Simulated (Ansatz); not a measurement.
**Y in Ansatz: the effect of target pressure**

The system is Y.

```
Y
1.0
     3.64740    0.00000    0.00000
    -1.82370    3.15874    0.00000
     0.00000    0.00000    5.73060
Y
2
Direct
  0.66667 0.33333 0.75000
  0.33333 0.66667 0.25000
```

Alike in all runs:

| Property | Result |
| --- | --- |
| Program | Ansatz 0.2.0 |
| Task | relaxation of cell and atoms |
| Functional | r2SCAN |
| Potentials or basis | Ansatz PAW |
| Cutoff | 500 eV (not typed: the program's choice for these potentials) |
| k mesh | 8 × 8 × 5 |
| Occupations | fermi-dirac, width 0.05 eV |
| Spin | no spin polarisation |

Each run relaxes the cell or the atoms first.

| target pressure | relaxed volume (Å³/atom) |
| --- | --- |
| 0 GPa | 33.57 |
| 2 GPa | 32.04 |
| 5 GPa | 30.17 |
| 10 GPa | 27.65 |
| 20 GPa | 24.24 |
| 30 GPa | ? |

Q: What does the run with target pressure 30 GPa give?

A: Relaxed volume 21.99 Å³/atom.

Worked out: In Murnaghan's law V^(-B') rises as a straight line in P. The other rows fit best with B' = 2.3, V0 = 33.55 Å³/atom and B0 = 41 GPa, which gives 21.89 Å³/atom at 30 GPa, against the run's 21.99.

Caveats: the plane-wave basis is chosen anew once the cell has moved, so the energies of steps on either side of that aren't comparable; the PAW data sets come from PBE, with cores solved anew for the run's functional, which leaves a small shift of forces and pressure; the volume moved by over 15 % at a fixed basis, so the end points are rough (some runs).
